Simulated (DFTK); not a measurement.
Crystal: Al2O3 (Corundum).

```xyz
10
Lattice="2.3803 1.3742 4.3319 -2.3803 1.3742 4.3319 0.0000 -2.7485 4.3319" Properties=species:S:1:pos:R:3 pbc="T T T"
Al    0.0000    0.0000   11.0743
Al    0.0000    0.0000    8.4191
Al    0.0000    0.0000    1.9213
Al    0.0000    0.0000    4.5765
O    -1.6503   -0.1099    5.4148
O     0.7300    1.4841    5.4148
O     0.9203   -1.3742    5.4148
O     1.6503    0.1099    7.5808
O    -0.7300   -1.4841    7.5808
O    -0.9203    1.3742    7.5808
```

Base run:

* Program: DFTK 0.8.2
* Functional: PBE
* Potentials or basis: dojo.nc.sr.pbe.v0_4_1.standard.upf (PBE)
* Cutoff: 1143 eV
* k mesh: 4 × 4 × 4
* Occupations: fermi-dirac, width 0.05 eV
* Spin: no spin polarisation

Its results: band gap on the k mesh 6.27 eV, direct; pressure 6.0 GPa; largest force 0.052 eV/Å.

Q: The run is repeated on the same cell with these changes: functional from PBE to LDA; potentials or basis from dojo.nc.sr.pbe.v0_4_1.standard.upf (PBE) to dojo.nc.sr.lda.v0_4_1.standard.upf (LDA). What comes out?

A: Band gap on the k mesh 6.21 eV, direct; pressure -7.3 GPa; largest force 0.134 eV/Å.

Not every run made on this cell is shown here.
